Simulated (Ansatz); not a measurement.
## Random displacements in InSe

Method: Ansatz, DFT PBEsol, scalar-relativistic, plane waves, PAW. Cutoff 420 eV, Γ-centred 12×12×12 k-points, Gaussian smearing of 0.03 eV. No spin polarisation. Energies are free energies at this smearing, counted from the undisturbed cell; pressure is positive in compression.

Zero of the scan (as given, not relaxed at this level):

```
In Se
1.0
     2.00000    1.15470    8.31667
    -2.00000    1.15470    8.31667
     0.00000   -2.30940    8.31667
In Se
2 2
Direct
  0.00000 0.00000 0.00000
  0.11220 0.11220 0.11220
  0.61550 0.61550 0.61550
  0.83000 0.83000 0.83000
```

The cell holds layers and no dispersion correction was added, so their binding is poorly described.

The atoms are displaced (Å, in the unstrained cell):

| atom | ux | uy | uz |
| --- | --- | --- | --- |
| In1 | 0.095 | -0.036 | 0.100 |
| In2 | 0.083 | -0.316 | -0.094 |
| Se3 | -0.037 | 0.122 | 0.092 |
| Se4 | -0.142 | 0.231 | -0.097 |

The cell is not strained.

What are the energy change, the stress and the forces?

ΔE = 341.1 meV/atom; stress (xx, yy, zz, yz, xz, xy; compression positive) (-1.39, 11.51, 9.93, -7.79, -1.46, 2.11) GPa; gap on the mesh 0.58 eV.
| atom | Fx (eV/Å) | Fy | Fz |
| --- | --- | --- | --- |
| In1 | -0.41 | 1.07 | -0.78 |
| In2 | 0.36 | 5.07 | -2.11 |
| Se3 | 0.40 | -0.95 | -0.28 |
| Se4 | -0.35 | -5.20 | 3.16 |

Cost: 1 run of about 1.2 core-minutes, on AMD EPYC 9R45 (Zen 5) (shared hosts).